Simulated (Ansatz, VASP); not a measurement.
**One calculation of Mo, two programs**

INCAR

```
SYSTEM = Mo
  PREC = Accurate
  ENCUT = 520
  EDIFF = 1E-6
  ISMEAR = 0
  SIGMA = 0.027000000000000003
  LREAL = .FALSE.
  LASPH = .TRUE.
  NELM = 60
  ALGO = Normal
  ISIF = 2
  LWAVE = .FALSE.
  LCHARG = .TRUE.
  GGA = PE
  LELF = .TRUE.
  LVHAR = .TRUE.
  NBANDS = 13
```

File KPOINTS:

```
regular mesh
0
G
  12 12 12
  0 0 0
```

The input POSCAR:

```
Mo
1.0
   -1.5838089719      1.5838089719      1.5838089719
    1.5838089719     -1.5838089719      1.5838089719
    1.5838089719      1.5838089719     -1.5838089719
Mo
1
Direct
    0.0000000000      0.0000000000      0.0000000000
```

The input input.yaml:

```yaml
crystal:
  lattice:
    - [-1.5838089719, 1.5838089719, 1.5838089719]
    - [1.5838089719, -1.5838089719, 1.5838089719]
    - [1.5838089719, 1.5838089719, -1.5838089719]
  atoms:
    - { symbol: Mo, position: [0.0, 0.0, 0.0] }
kpoints:
  mp_grid: { grid: [12, 12, 12] }
scf:
  occupations: { method: gaussian, width: 0.027 }
hamiltonian:
  xc: pbe
  pseudopotentials: { kind: all_electron, lapw: { basis_error: 0.001 } }
output:
  forces: true
  stress: true
  eigenvalues: true
```

Alike in both runs: task single point; functional PBE; k mesh 12 × 12 × 12; occupations gaussian, width 0.027 eV; no spin polarisation.

|  | VASP | Ansatz |
| --- | --- | --- |
| version | VASP 6.6.1 | Ansatz 0.2.0 |
| potentials or method | VASP PAW PBE potentials, release 64 (Mo_sv) | all-electron LAPW, scalar-relativistic |
| plane-wave cutoff (eV) | 520 | see its input |

Ansatz gave:

* gap on the k mesh at the Fermi level (eV): none
* pressure (GPa): -1.9

Task: What did VASP give for the same quantities?

Result: gap on the k mesh at the Fermi level (eV): none; pressure (GPa): -1.4.

A gap of «none» marks a metal or a gap that the smearing closes. Ansatz ran all-electron here, so the differences hold the error of VASP's frozen core and of both bases.
